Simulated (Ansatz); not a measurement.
Relaxing C

The calculation used DFT PBE, scalar-relativistic, plane waves, PAW in Ansatz. Cutoff 420 eV, Γ-centred k mesh, Gaussian smearing, no spin polarisation in the final step.

A relaxed cell is given with its space group left out.

```yaml
crystal:
  lattice:
    - [4.37158, 0.00000, 0.00000]
    - [-2.18579, 3.78590, 0.00000]
    - [0.00000, 0.00000, 1.28230]
  atoms:
    - { symbol: C, position: [0.00000, 0.00000, 0.00000] }
```

Energies count from the standard state of C at the same level.

(1) What space group does it have?

(2) How far above the standard state of C does it lie?

(3) Is it a metal?

Results:

(1) P6/mmm (No. 191). Conventional cell: a = 4.372 Å, c = 1.282 Å. Around C lie 2 C at 1.28 Å.

(2) 0.97 eV/atom.

(3) Yes, bands cross the Fermi level on the 18×18×42 mesh.

The final run used a 18×18×42 mesh on its 1-atom cell and 0.10 eV smearing. The k mesh leaves about 4 meV/atom of noise in metals. Weakly bound directions are ill-defined at this level, which has no dispersion term. The cell came from a trial start, so C may not exist in this structure.